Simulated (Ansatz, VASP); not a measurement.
This is a calculation of CdSe for Ansatz 0.2.0.

Contents of input.yaml:

```yaml
crystal:
  lattice:
    - [0.0, 2.9303244279, 2.9303244279]
    - [2.9303244279, 0.0, 2.9303244279]
    - [2.9303244279, 2.9303244279, 0.0]
  atoms:
    - { symbol: Cd, position: [0.0, 0.0, 0.0] }
    - { symbol: Se, position: [0.5, 0.5, 0.5] }
kpoints:
  mp_grid: { grid: [8, 8, 8] }
scf:
  occupations: { method: fermi_dirac, width: 0.05 }
hamiltonian:
  xc: pbe
  pseudopotentials: { kind: all_electron, lapw: { basis_error: 0.0005 } }
output:
  forces: true
  stress: true
  eigenvalues: true
```

Potentials or basis: all-electron LAPW, scalar-relativistic.

Command:

```console
$ ansatz run input.yaml --threads 1 --pin off --max-ram 2560MiB --backend cpu --events-out ev --progress --plain --runs-dir out
```

Question: Translate it to VASP 6.6.1. Potentials there: VASP PAW PBE potentials, release 64 (Cd, Se).

Answer: As run (the cutoff follows the program's own potentials):

The input INCAR:

```
SYSTEM = CdSe
  ALGO = Fast
  EDIFF = 1E-6
  ENCUT = 520
  GGA = PE
  ISIF = 2
  ISMEAR = -1
  LASPH = .TRUE.
  LCHARG = .FALSE.
  LREAL = .FALSE.
  LWAVE = .FALSE.
  NBANDS = 16
  NELM = 100
  PREC = Accurate
  SIGMA = 0.05
```

Contents of KPOINTS:

```
k-points
0
G
  8 8 8
  0 0 0
```

File POSCAR:

```
CdSe
1.0
    0.0000000000      2.9303244279      2.9303244279
    2.9303244279      0.0000000000      2.9303244279
    2.9303244279      2.9303244279      0.0000000000
Cd Se
1 1
Direct
    0.0000000000      0.0000000000      0.0000000000
    0.5000000000      0.5000000000      0.5000000000
```

Potentials or basis: VASP PAW PBE potentials, release 64 (Cd, Se).

Launch:

```console
$ cat potpaw_PBE.64/Cd/POTCAR potpaw_PBE.64/Se/POTCAR > POTCAR
$ mpirun -np 1 vasp_std > vasp.out
```

Both were run:

|  | VASP | Ansatz | Ansatz less VASP |
| --- | --- | --- | --- |
| gap on the k mesh at the Fermi level (eV) | none | none | - |
| pressure (GPa) | -3.0 | -3.3 | -0.25 |

A gap of «none» marks a metal or a gap that the smearing closes. Ansatz ran all-electron here, so the differences hold the error of VASP's frozen core and of both bases.
